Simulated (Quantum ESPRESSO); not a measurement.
Runs of Quantum ESPRESSO 7.5 on BN. Symmetry: F-43m, No. 216, cubic system. The conventional cell has a = 3.626 Å, b = 3.626 Å, c = 3.626 Å, α = 90.00°, β = 90.00°, γ = 90.00°. N (site symmetry -43m) is surrounded by 4 B at 1.57 Å. B (site symmetry -43m) has 4 N at 1.57 Å as nearest neighbours. The cell is a database's computed one.

```csv
task,level,potentials or basis,cell,k mesh,cutoff (eV),form of the LDA correlation,mesh quality,pressure (GPa)
dielectric tensor,PBEsol,GBRV 1.5 PBEsol,as given,"16 × 16 × 16, shifted",612,-,not flagged,-5.8
dielectric tensor,PBEsol,GBRV 1.5 PBEsol,as given,"10 × 10 × 10, shifted",612,-,not flagged,-5.8
dielectric tensor,PBEsol,GBRV 1.5 PBEsol,as given,"6 × 6 × 6, shifted",612,-,not flagged,-5.8
dielectric tensor,PBEsol,GBRV 1.5 PBEsol,as given,"4 × 4 × 4, shifted",612,-,coarse,-5.8
phonons,revPBE,PseudoDojo 0.4.1 SR PBE standard,relaxed,"8 × 8 × 8, shifted",1143,-,not flagged,0.0
dielectric tensor,PBEsol,GBRV 1.5 PBEsol,as given,"8 × 8 × 8, shifted",612,-,not flagged,-5.8
dielectric tensor,PBEsol,GBRV 1.5 PBEsol,as given,"14 × 14 × 14, shifted",612,-,not flagged,-5.8
dielectric tensor,LDA,GBRV 1.5 LDA,as given,"10 × 10 × 10, shifted",612,PZ81,not flagged,-12.9
phonons,AM05,PseudoDojo 0.4.1 SR PBE standard,relaxed,"8 × 8 × 8, shifted",1143,-,not flagged,0.0
dielectric tensor,WC,GBRV 1.5 PBE,as given,"10 × 10 × 10, shifted",612,-,not flagged,(a)
phonons,WC,PseudoDojo 0.4.1 SR PBE standard,relaxed,"8 × 8 × 8, shifted",1143,-,not flagged,0.0
```

Alike in all rows: no spin polarisation; smearing fermi-dirac 0.05 eV.

**Question.** Estimate the missing entries.

**Answer.** (a) -5.3.

Caveats: some runs use coarse meshes; the cell is more than 3 GPa from zero pressure, which shifts response properties (some runs); the potentials were made for another functional, which shifts forces and pressure (some runs).

Runs at the PBE level aren't shown here.
